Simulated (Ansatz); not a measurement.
This run works on a generated trial structure, not on a known crystal.

Input and command of a plane-wave DFT calculation in Ansatz:

```yaml
crystal:
  lattice:
    - [5.1143367496, 0.0, 0.0005871377]
    - [0.0, 14.4827090071, 0.0]
    - [-5.1151021653, 0.0, 5.1304033323]
  atoms:
    - { symbol: Rb, position: [-0.0011384137, 0.3750911416, 0.7490408445] }
    - { symbol: Rb, position: [1.0011384137, 0.8750911416, 0.7509591555] }
    - { symbol: Rb, position: [1.0011384137, 0.6249088584, 0.2509591555] }
    - { symbol: Rb, position: [-0.0011384137, 0.1249088584, 0.2490408445] }
    - { symbol: Br, position: [-0.0012007492, 0.1251765799, 0.7490070666] }
    - { symbol: Br, position: [1.0012007492, 0.6251765799, 0.7509929334] }
    - { symbol: Br, position: [1.0012007492, 0.8748234201, 0.2509929334] }
    - { symbol: Br, position: [-0.0012007492, 0.3748234201, 0.2490070666] }
basis:
  ecutwfc: 420
kpoints:
  mp_grid: { grid: [8, 2, 6] }
hamiltonian:
  xc: pbe
scf:
  occupations: { method: gaussian, width: 0.02 }
output:
  forces: true
  stress: true
  eigenvalues: true
relax:
  adjacent_minimum: "off"
  f_tol: 0.01
  max_steps: 30
  cell: { stress_tol: 0.1, fix: [volume] }
```

```bash
ansatz run input.yaml --threads 1 --pin off --max-ram 2560MiB --backend cpu --events-out ev --progress --plain --runs-dir out
```

Processor: Arm Neoverse N1, 1 thread, on a host shared with other jobs.

Q: How long does it run, and how much memory does it take?

A: About 3.5 min, peak memory 0.94 GiB. It solves 40 bands at 52 k points (after reduction by symmetry) with about 7449 plane waves, in 10 SCF iterations over 2 ionic steps.
